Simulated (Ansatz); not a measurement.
# TaN/AlN/HfN: predicting the conductance of a thicker barrier

Set-up. Ansatz 0.2.0, plane waves with PAW datasets, PBE. Interfaces are relaxed in a short slab (with D3(BJ) where the barrier is layered), set between ideal electrode layers that go on as semi-infinite leads, and the zero-bias conductance G at 300 K comes from T(E) on a typed mesh. The error is the largest of the program's estimates from energy step, mesh, the leads' potential steps and neutrality; its separate bound for narrow resonances between the energies solved isn't counted and can be far larger. The lower electrode is TaN (rock salt 111), the upper HfN (rock salt 111) and the barrier AlN (wurtzite 0001), on a net of side 3.128 Å; d is the distance between the electrodes' last planes.

Runs in hand:

```tsv
planes in the barrier	d (Å)	G (S/m²)	error (%)	lead step (meV)
4	7.60	2.30e13	22	23
8	12.62	4.13e11	27	23
12	17.64	1.21e10	34	23
```

Task: A further run has 16 planes, d = 22.66 Å. Fit G ∝ exp(−βd) to the rows shown and predict its conductance.

A: Take y = ln G: 30.76, 26.75 and 23.22. The means are d = 12.62 Å and y = 26.91; Σ(Δd Δy) = −37.89 and Σ(Δd)² = 50.40, so the slope is −0.752 Å⁻¹ (β = 0.752 Å⁻¹). At d = 22.66 Å, y = 26.91 − 0.752 × 10.04 = 19.36, or G = 2.56e8 S/m².

**The withheld run.** The run gave 2.29e8 S/m², with an error estimate of 17 % and a lead step of 23 meV. The prediction is 1.12 times that, too high by 12 %. That lies within the runs' own error estimates, carried through the fit.

**Limits.** The interfaces are ideal, one cell wide, strained to a common net and relaxed from one registry with their symmetry kept. PBE's gaps are too small, so true decay constants are likely larger where the Fermi level lies deep in a gap. No spin-orbit coupling, phonons, disorder or image charges enter. The rows shown are chosen by tests on error estimates (under 100 to 120 %), lead steps (under 150 meV, though the program warns over 25), intact interfaces and, for fits, a steady trend in the rows shown; the data set holds 414 series of this kind, and not all pass.

[Logs are printed without paths, hosts, clocks, repeated set-up lines and the standing remarks that a program may print on its own settings, such as how far it seeks lower states.]
